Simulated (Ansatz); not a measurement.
# Moving the functional in KF

```
CELL_PARAMETERS angstrom
0.00000 2.67185 2.67185
2.67185 0.00000 2.67185
2.67185 2.67185 0.00000
ATOMIC_POSITIONS crystal
K 0.00000 0.00000 0.00000
F 0.50000 0.50000 0.50000
```

Kept alike: task single point; k mesh 6 × 6 × 6; occupations fermi-dirac, width 0.05 eV; no spin polarisation. Program: Ansatz, PAW datasets made for the crystal. Cutoffs run from 280 to 310 eV. The mesh is that of the run's cell of 2 atoms. No spin-orbit coupling.

| run | band gap (eV) | pressure (GPa) |
| --- | --- | --- |
| A | 6.177 | 1.38 |
| B | 8.177 | 0.47 |
| C | 8.953 | 0.41 |

Pressure is positive in compression, with a Pulay correction for the finite cutoff. A gap read on the mesh alone can miss an edge between its points.

**Question.** The runs differ in the functional (and the cutoff that goes with it) alone: HSE06; PBE; PBE0. Which run is which?

**Answer.** Run A is PBE; run B is HSE06; run C is PBE0. The band gap runs from 6.177 (PBE) to 8.953 eV (PBE0). From PBE: HSE06 +2.000; PBE0 +2.776. The pressure runs from 0.41 (PBE0) to 1.38 GPa (PBE). From PBE: HSE06 -0.91; PBE0 -0.97.
